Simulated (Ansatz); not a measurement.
## Zr under changes of volume

One of the cells (23.281 Å³/atom); the others are scaled copies at fixed shape and fractional positions:

```
CELL_PARAMETERS angstrom
3.23200 0.00000 0.00000
-1.61600 2.79899 0.00000
0.00000 0.00000 5.14700
ATOMIC_POSITIONS crystal
Zr 0.66667 0.33333 0.75000
Zr 0.33333 0.66667 0.25000
```

* Program: Ansatz 0.2.0
* Functional: PBE
* Potentials or basis: Ansatz PAW earlier set
* Cutoff: 420 eV (not typed: the program's choice for these potentials)
* k mesh: 9 × 9 × 5
* Occupations: fermi-dirac, width 0.05 eV
* Spin: no spin polarisation

| volume (Å³/atom) | energy over the lowest point (meV/atom) | pressure (GPa) |
| --- | --- | --- |
| 21.884 | 32.01 | 7.1 |
| 22.350 | 14.96 | 4.7 |
| 22.815 | 4.46 | 2.5 |
| 23.281 | 0.00 | 0.5 |
| 23.746 | 1.11 | -1.3 |
| 24.212 | ? | ? |
| 24.678 | 18.38 | -4.6 |

What does the run at 24.212 Å³/atom give?

Energy over the lowest point 7.37 meV/atom; pressure -3.0 GPa.

Worked out: A Birch-Murnaghan fit of order 3 (a polynomial in V^(-2/3)) to the other rows has its minimum at 23.42 Å³/atom with B0 = V·E''(V) = 94 GPa and B' = 3.0 at fixed shape and positions, which overstates the stiffness. It gives 7.37 meV/atom at 24.212 Å³/atom, against the run's 7.37, and -dE/dV = -3.0 GPa, against -3.0.

Energies are extrapolated to zero smearing.
